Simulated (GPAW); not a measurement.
Runs of GPAW 26.7.0 on Ti. The structure is hexagonal, space group P6/mmm (No. 191). Conventional cell: a = 4.567 Å, b = 4.567 Å, c = 2.826 Å, α = 90.00°, β = 90.00°, γ = 120.00°. Ti (site symmetry -6m2) is surrounded by 11 Ti at 2.64 to 2.99 Å. Around Ti (site symmetry 6/mmm) lie 14 Ti at 2.83 to 2.99 Å. This isn't the form of Ti at room conditions, which is hcp.

```csv
task,level,potentials or basis,U,cell,eigensolver,optimizer,fmax,max steps,band path,gap on the mesh (eV),pressure (GPa),relaxed volume (Å³/atom)
relaxation of cell and atoms,BLYP+D3(BJ),"PAW data sets generated in the run's folder for this functional, pw",-,relaxed,davidson,BFGS,0.01 eV/Å,40,-,none,0.0,(a)
band structure,BLYP,"PAW data sets generated in the run's folder for this functional, pw",-,as given,davidson,-,-,-,"GMKGALHA,LM,KH",-,2.8,-
band structure,r2SCAN+U,"GPAW PAW data sets (gpaw-data 1.2.1), pw",Ti d U = 3.5 eV,as given,-,-,-,-,"GMKGALHA,LM,KH",-,6.6,-
band structure,LDA,"the program's PAW data sets (release 1.2.1) made for this functional, pw",-,as given,-,-,-,-,"GMKGALHA,LM,KH",-,-8.5,-
band structure,r4SCAN,"GPAW PAW data sets (gpaw-data 1.2.1), pw",-,as given,-,-,-,-,"GMKGALHA,LM,KH",-,-0.6,-
relaxation of cell and atoms,PBEsol+D4,"PAW data sets generated in the run's folder for this functional, pw",-,relaxed,-,BFGS,0.05 eV/Å,40,-,none,0.0,(b)
band structure,LDA,"PAW data sets generated in the run's folder for this functional, pw",-,as given,-,-,-,-,"GMKGALHA,LM,KH",-,-8.5,-
```

Alike in all rows: no spin polarisation; k mesh 5 × 5 × 7; cutoff (eV) 600; smearing fermi-dirac 0.05 eV.

Q: Fill in the values left out.

A: (a) 15.29; (b) 16.26.

Caveats: later steps reuse the first step's grids (some runs); pairwise dispersion overbinds metals, which lowers pressure and volume (some runs); the PAW data sets were made with another functional, which shifts forces and pressure a little (some runs); U without spin polarisation on a metal has little footing (some runs); the U is typed as a test and isn't derived for this compound (some runs).

A k mesh can miss the band edges.

A gap of «none» marks a metal or a gap under the smearing width.

Not every run made on this cell is shown here.
